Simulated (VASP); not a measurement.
Nb: single point with PBEsol

The system is Nb.

```
Nb
1.0
     0.00000    2.11500    2.11500
     2.11500    0.00000    2.11500
     2.11500    2.11500    0.00000
Nb
1
Direct
  0.00000 0.00000 0.00000
```

This isn't the form of Nb at room conditions, which is bcc.

```yaml
Program: VASP 6.6.1
Task: single point
Functional: PBEsol
Potentials_or_basis: VASP PAW PBE potentials, release 54 (Nb_sv)
Cutoff: 520 eV
k_mesh: 11 × 11 × 11
Occupations: gaussian, width 0.02 eV
Spin: no spin polarisation
```

```json
{
 "Pressure": "-7.7 GPa",
 "Band gap on the k mesh": "none (metal or under the smearing width)"
}
```

Levels at points of the mesh, in eV from the Fermi level:
```
           k point  band 2  band 3  band 4  band 5  band 6  band 7  band 8  band 9  band 10
(0.00, 0.00, 0.00)  -30.11  -30.11  -30.11   -6.22    0.12    0.12    0.12    2.69     2.69
```

It took 19 s on 1 thread of Intel(R) Xeon(R) Platinum 8559C (Emerald Rapids), with other jobs on the host, peak memory 0.13 GiB.

Caveat: the PAW data sets were made with another functional, which shifts forces and pressure a little.
